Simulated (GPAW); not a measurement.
# SiO2 (P6_422) in GPAW: band structure with BLYP

Aim: the band structure of SiO2 with BLYP.

Everything below comes from runs of GPAW 26.7.0. Logs are shortened: lines on timing, memory, paths and dates and some standing lists are left out, and cuts for length are marked. The log counts tension as positive stress, the text compression.

## 1. The crystal as given

Symmetry: P6_422, No. 181, hexagonal system. Conventional cell: a = 5.061 Å, b = 5.061 Å, c = 5.541 Å, α = 90.00°, β = 90.00°, γ = 120.00°. Si (site symmetry 222) has 4 O at 1.61 Å as nearest neighbours. Around O (site symmetry 2) lie 2 Si at 1.61 Å.

The cell comes from a database or a generator and needn't be the stable form of this composition.

## 2. Band structure, BLYP

run.py

```python
from ase import Atoms
from ase.dft.bandgap import bandgap
from ase.io import write
from ase.units import GPa
from gpaw import GPAW, PW, setup_paths

setup_paths.insert(0, '.')

atoms = Atoms(['Si', 'Si', 'Si', 'O', 'O', 'O', 'O', 'O', 'O'],
              cell=[[5.0605222284, 0.0, 0.0],
                    [-2.5302611142, 4.3825408062, 0.0],
                    [0.0, 0.0, 5.54135331]],
              scaled_positions=[[0.5, 0.0, 0.0],
                                [0.5, 0.5, 0.6666666667],
                                [0.0, 0.5, 0.3333333333],
                                [0.20860537, 0.79139463, 0.1666666667],
                                [0.20860537, 0.41721074, 0.5],
                                [0.41721074, 0.20860537, 0.8333333333],
                                [0.79139463, 0.20860537, 0.1666666667],
                                [0.79139463, 0.58278926, 0.5],
                                [0.58278926, 0.79139463, 0.8333333333]],
              pbc=True)

calc = GPAW(mode=PW(800),
            xc='BLYP',
            kpts={'size': (4, 4, 3), 'gamma': True},
            occupations={'name': 'fermi-dirac', 'width': 0.05},
            nbands=43,
            convergence={'density': 1e-05, 'energy': 1e-05},
            eigensolver='davidson',
            maxiter=150,
            txt='gpaw.txt')
atoms.calc = calc
energy = atoms.get_potential_energy()
forces = atoms.get_forces()
stress = atoms.get_stress()
calc.write('gs.gpw')
write('result.traj', atoms)
print(f'Energy: {energy:.6f} eV')
print('Forces (eV/A):')
print(forces.round(4))
print('Stress (GPa):', (stress / GPa).round(3))
print('Fermi level:', round(calc.get_fermi_level(), 4), 'eV')
print(f'Gap: {bandgap(calc)[0]:.4f} eV, direct: {bandgap(calc, direct=True)[0]:.4f} eV')

path = atoms.cell.bandpath('GMKGALHA,LM,KH', npoints=100, eps=1e-4)
bs_calc = calc.fixed_density(kpts=path, symmetry='off', nbands=67,
                             convergence={'bands': 'CBM+6.0', 'eigenstates': 1e-6}, txt='bands.txt')
bs = bs_calc.band_structure()
bs.write('bs.json')
print(f'Gap on the path: {bandgap(bs_calc)[0]:.4f} eV')
```

Potentials or basis: PAW data sets generated in the run's folder for this functional, pw.

Launch:

```bash
> gpaw-setup -f BLYP O Si
> OMP_NUM_THREADS=1 python run.py
```

gpaw.txt:

```text
__  _  _
 | _ |_)|_||  |
 |__||  | ||/\| - 26.7.0

Input parameters:
  mode=PW(ecut=800.0),
  convergence={'density': 1e-05, 'energy': 1e-05},
  eigensolver=Davidson(niter=2),
  kpts=MonkhorstPack(size=(4, 4, 3), gamma=True),
  maxiter=150,
  nbands=43,
  occupations=Occupations(name='fermi-dirac', width=0.05),
  xc=XC(name='BLYP')

Diagonalizing LCAO Hamiltonian
Converting LCAO to pw mode

               O

               Oi
           O      O
         Si
          O
                   O

                Si

Atoms  # Å, Bohr magnetons
|   | symbol |         x |        y |        z |    initial magnetic moments |
|---|--------|-----------|----------|----------|-----------------------------|
| 0 |     Si |  2.530261 | 0.000000 | 0.000000 | ( 0.0000,  0.0000,  0.0000) |
| 1 |     Si |  1.265131 | 2.191270 | 3.694236 | ( 0.0000,  0.0000,  0.0000) |
| 2 |     Si | -1.265131 | 2.191270 | 1.847118 | ( 0.0000,  0.0000,  0.0000) |
| 3 |      O | -0.946783 | 3.468319 | 0.923559 | ( 0.0000,  0.0000,  0.0000) |
| 4 |      O |  0.000000 | 1.828443 | 2.770677 | ( 0.0000,  0.0000,  0.0000) |
| 5 |      O |  1.583478 | 0.914222 | 4.617794 | ( 0.0000,  0.0000,  0.0000) |
| 6 |      O |  3.477044 | 0.914222 | 0.923559 | ( 0.0000,  0.0000,  0.0000) |
| 7 |      O |  2.530261 | 2.554098 | 2.770677 | ( 0.0000,  0.0000,  0.0000) |
| 8 |      O |  0.946783 | 3.468319 | 4.617794 | ( 0.0000,  0.0000,  0.0000) |

Unit cell  # Å
| periodic |         x |        y |        z |  lengths |     angles |
|----------|-----------|----------|----------|----------|------------|
|      yes |  5.060522 | 0.000000 | 0.000000 | 5.060522 |  90.000000 |
|      yes | -2.530261 | 4.382541 | 0.000000 | 5.060522 |  90.000000 |
|      yes |  0.000000 | 0.000000 | 5.541353 | 5.541353 | 120.000000 |

Number of symmetries: 4
Symmetry operations  # r_c * U_cc + t_c -> r_c
|   | kind |            matrix            |
|---|------|------------------------------|
| 0 |  E   |  1, 0, 0,  0, 1, 0,  0, 0, 1 |
| 1 |  C2  |  1, 0, 0, -1,-1, 0,  0, 0,-1 |
| 2 |  C2  | -1, 0, 0,  1, 1, 0,  0, 0,-1 |
| 3 |  C2  | -1, 0, 0,  0,-1, 0,  0, 0, 1 |

BZ-sampling:
  Number of BZ points: 48
  Number of IBZ points: 14

  Monkhorst-Pack size: [4, 4, 3]
  Monkhorst-Pack shift: [0.125, 0.125, 0.0]

K-points  # in reciprocal-cell coordinates
|     |                                coordinates |     weight |
|-----|--------------------------------------------|------------|
|   0 | (  0.00000000,   0.00000000,   0.00000000) | 0.02083333 |
|   1 | (  0.00000000,   0.00000000,   0.33333333) | 0.04166667 |
|   2 | (  0.00000000,   0.25000000,   0.00000000) | 0.04166667 |
|   3 | (  0.00000000,   0.25000000,   0.33333333) | 0.08333333 |
|   4 | (  0.00000000,   0.50000000,   0.00000000) | 0.02083333 |
|   5 | (  0.00000000,   0.50000000,   0.33333333) | 0.04166667 |
|   6 | (  0.25000000,   0.00000000,   0.00000000) | 0.08333333 |
|   7 | (  0.25000000,   0.00000000,   0.33333333) | 0.16666667 |
|   8 | (  0.25000000,   0.50000000,   0.00000000) | 0.08333333 |
|   9 | (  0.25000000,   0.50000000,   0.33333333) | 0.16666667 |
| ... |                                            |            |
|  13 | (  0.50000000,   0.50000000,   0.33333333) | 0.08333333 |

Plane wave coefficients: 6324
Cutoff: 800.0 eV

Spin-components: 1 (collinear spins)
Bands:           43
Projectors:      45
Spin-degeneracy: 2
Datatype:        complex128

Parallelization:
  kpt:    1
  domain: 1
  band:   1

Density:
  Valence electrons: 48.0
  Components: 1
  Grid points: [35 35 40]
  Charge: 0.0  # |e|

Potential:
  Grid points: [35 35 40]

species:
  Si:
    name:    Silicon
    Z:       14.0
    valence: 4
    core:    10
    charge:  0.0  # [|e|]
    compensation charges:
      type: gauss
      rc: 0.33  # [Å]
      lmax: 2
    cutoffs:
      filter: 1.86  # [Å]
      core: 2.06  # [Å]
    projectors
    | kind |    occ | energy [eV] | rcut [Å] |
    |------|--------|-------------|----------|
    |   3s |  2.000 |     -10.683 |    1.058 |
    |   3p |  2.000 |      -3.928 |    1.058 |
    |    s |        |      16.528 |    1.058 |
    |    p |        |      23.284 |    1.058 |
    |    d |        |       0.000 |    1.058 |

    Using partial waves for Si as LCAO basis

  O:
    name:    Oxygen
    Z:       8.0
    valence: 6
    core:    2
    charge:  0.0  # [|e|]
    compensation charges:
      type: gauss
      rc: 0.21  # [Å]
      lmax: 2
    cutoffs:
      filter: 1.17  # [Å]
      core: 0.83  # [Å]
    projectors
    | kind |    occ | energy [eV] | rcut [Å] |
    |------|--------|-------------|----------|
    |   2s |  2.000 |     -23.831 |    0.688 |
    |   2p |  4.000 |      -9.023 |    0.598 |
    |    s |        |       3.380 |    0.688 |
    |    p |        |      18.189 |    0.598 |
    |    d |        |       0.000 |    0.619 |

    Using partial waves for O as LCAO basis

Reference energy: -35930.278377  # eV

eigensolver:
  Davidson
  Converge bands: occupied
  niter=2

density mixing:
  MSR1-Mixer
  Pratt-step length: 0.05
  Maximum mixing coefficient: 0.75
  Old densities: 10
  SVD Regularization: 0.005
  Good broyden scale: 1.0
  Trust region scale: 1.0
  Backstep threshold: 4.0
  History deletion threshold: 6.0
  Fourier metric: weight=20.0, sigma=0.015

occupation numbers:
  Fermi-Dirac:
    width: 0.0500  # eV

poisson solver:
  ecut: 6400.0  # eV

xc functional:
  name: BLYP with 2 nearest neighbor stencil

convergence criteria:
[... 6 lines left out ...]
|iter     | |      energy | eigst |  dens |
|---------|-|-------------|-------|-------|
|iter:   1| |  -79.486758 | +0.11 |       |
|iter:   2| |  -76.825237 | -1.50 | -0.65 |
|iter:   3| |  -68.747657 | -0.55 | -0.70 |
|iter:   4| |  -68.790735 | -2.24 | -1.34 |
|iter:   5| |  -68.820675 | -3.41 | -1.63 |
|iter:   6| |  -68.819960 | -4.26 | -2.75 |
|iter:   7| |  -68.820013 | -5.74 | -3.20 |
|iter:   8| |  -68.820012c| -6.98 | -4.03 |
|iter:   9| |  -68.820012c| -7.88c| -4.47 |
|iter:  10| |  -68.820012c| -8.98c| -4.84 |
|iter:  11| |  -68.820012c|-10.12c| -5.60c|

Converged in 11 steps
Energy contributions relative to reference atoms: (reference = -35930.278377)

Energy contributions:
  Kinetic:          93.463729
  Coulomb:         -84.780422
  Zero:              1.056997
  External:          0.000000
  Xc:              -78.560316
  Entropy:          -0.000000
  Spinorbit:         0.000000
  ----------------------------
  Free energy:     -68.820012
  Extrapolated:    -68.820012

dipole moment: (-5.393665, -9.341716, -11.811812)  # |e|*Ang

Fermi level: 2.152
Eigenvalues  # (at kpt = [0.000, 0.000, 0.000])
| band index |      eig [eV] | occ [0-2] |
|------------|---------------|-----------|
|          0 |       -18.270 |     2.000 |
|        ... |               |           |
|         16 |        -0.671 |     2.000 |
|         17 |        -0.661 |     2.000 |
|         18 |        -0.660 |     2.000 |
|         19 |         0.074 |     2.000 |
|         20 |         0.074 |     2.000 |
|         21 |         0.598 |     2.000 |
[... 8 lines left out ...]
|         30 |        12.220 |     0.000 |
|         31 |        13.327 |     0.000 |
|        ... |               |           |
|         42 |        16.888 |     0.000 |

Gap: 5.781 eV
Transition (v -> c):
  (s=0, k=4, n=23, [0.00, 0.50, 0.00]) -> (s=0, k=0, n=24, [0.00, 0.00, 0.00])
Direct/indirect transitions are different
Direct gap: 5.969 eV
Transition at: (s=0, k=0, n=23, [0.00, 0.00, 0.00])

Forces  # eV/Ang
|        x |        y |        z |
|----------|----------|----------|
|  0.00000 |  0.00000 |  0.00000 |  # Si   0
|  0.00000 | -0.00000 |  0.00075 |  # Si   1
|  0.00000 |  0.00000 | -0.00075 |  # Si   2
| -0.38455 |  0.22361 | -0.00087 |  # O    3
| -0.00000 | -0.44355 |  0.00000 |  # O    4
| -0.38455 | -0.22361 |  0.00087 |  # O    5
|  0.38455 | -0.22361 | -0.00087 |  # O    6
|  0.00000 |  0.44355 | -0.00000 |  # O    7
|  0.38455 |  0.22361 |  0.00087 |  # O    8

Stress tensor  # eV/Ang^3
|         x |         y |         z |
|-----------|-----------|-----------|
| -0.062453 | -0.000000 |  0.000000 |
| -0.000000 | -0.062427 |  0.000000 |
|  0.000000 |  0.000000 | -0.062358 |

# Writing to gs.gpw (mode='')
```

bands.txt:

```text
Diagonalizing LCAO Hamiltonian
Converting LCAO to pw mode
convergence criteria:
- Maximum integral of absolute [eigenst]ate change: 1e-06 eV^2 / valence electron
maximum number of iterations: 150

SCF iterations
|iter     | |      energy | eigst |  dens |
|---------|-|-------------|-------|-------|
|iter:   1| |             | +0.78 |       |
[... 107 lines left out ...]
         [0.33333333, 0.33333333, 0.15      ],
         [0.33333333, 0.33333333, 0.2       ],
         [0.33333333, 0.33333333, 0.25      ],
         [0.33333333, 0.33333333, 0.3       ],
         [0.33333333, 0.33333333, 0.35      ],
         [0.33333333, 0.33333333, 0.4       ],
         [0.33333333, 0.33333333, 0.45      ],
         [0.33333333, 0.33333333, 0.5       ]])),
  maxiter=150,
  nbands=67,
  occupations=Occupations(name='fermi-dirac', width=0.05),
  symmetry=Symmetry(point_group=False, time_reversal=False),
  xc=XC(name='BLYP')
```

Wall time 15 min (1 thread of AMD EPYC (Zen 3), shared host); peak memory 1.2 GiB.

What came out:

```yaml
Free_energy: -68.8200 eV
Pressure: 10.0 GPa
Largest_force: 0.445 eV/Å
Band_gap_on_the_k_mesh: 5.78 eV, indirect (least direct gap 5.97 eV)
Band_gap_along_the_path: 5.77 eV, indirect (least direct gap 5.97 eV)
```

Forces on the atoms (eV/Å):
```
Si   0.000  0.000  0.000
Si   0.000  0.000  0.001
Si   0.000  0.000 -0.001
O   -0.385  0.224 -0.001
O    0.000 -0.444  0.000
O   -0.385 -0.224  0.001
O    0.385 -0.224 -0.001
O    0.000  0.444  0.000
O    0.385  0.224  0.001
```

Levels at the corners of the path, in eV from the valence-band top:
```csv
point,band 21,band 22,band 23,band 24,band 25,band 26,band 27,band 28
Γ,-0.99,-0.46,-0.46,-0.20,5.77,9.06,9.06,9.32
M,-1.16,-1.00,-0.35,-0.01,7.84,8.64,9.72,9.79
K,-1.44,-0.49,-0.49,-0.07,8.57,8.57,9.13,9.63
Γ,-0.99,-0.46,-0.46,-0.20,5.77,9.06,9.06,9.32
A,-1.15,-0.29,-0.01,-0.01,7.59,7.59,8.60,9.91
L,-0.92,-0.73,-0.70,-0.34,8.76,9.21,9.33,9.50
H,-0.90,-0.88,-0.67,-0.67,8.76,9.52,9.52,9.71
A,-1.15,-0.29,-0.01,-0.01,7.59,7.59,8.60,9.91
L,-0.92,-0.73,-0.70,-0.34,8.76,9.21,9.33,9.50
M,-1.16,-1.00,-0.35,-0.01,7.84,8.64,9.72,9.79
K,-1.44,-0.49,-0.49,-0.07,8.57,8.57,9.13,9.63
H,-0.90,-0.88,-0.67,-0.67,8.76,9.52,9.52,9.71
```

Caveat: the k mesh is coarse.

## 3. For comparison

An earlier run on the cell as given: functional PBE; potentials or basis GPAW PAW data sets (gpaw-data 1.2.1); cutoff 800 eV; basis pw; k mesh 6 × 6 × 5; occupations fermi-dirac, width 0.05 eV; no spin polarisation.

* Pressure: 8.3 GPa
* Largest force: 0.435 eV/Å
* Band gap on the k mesh: 5.75 eV, indirect (least direct gap 5.95 eV)
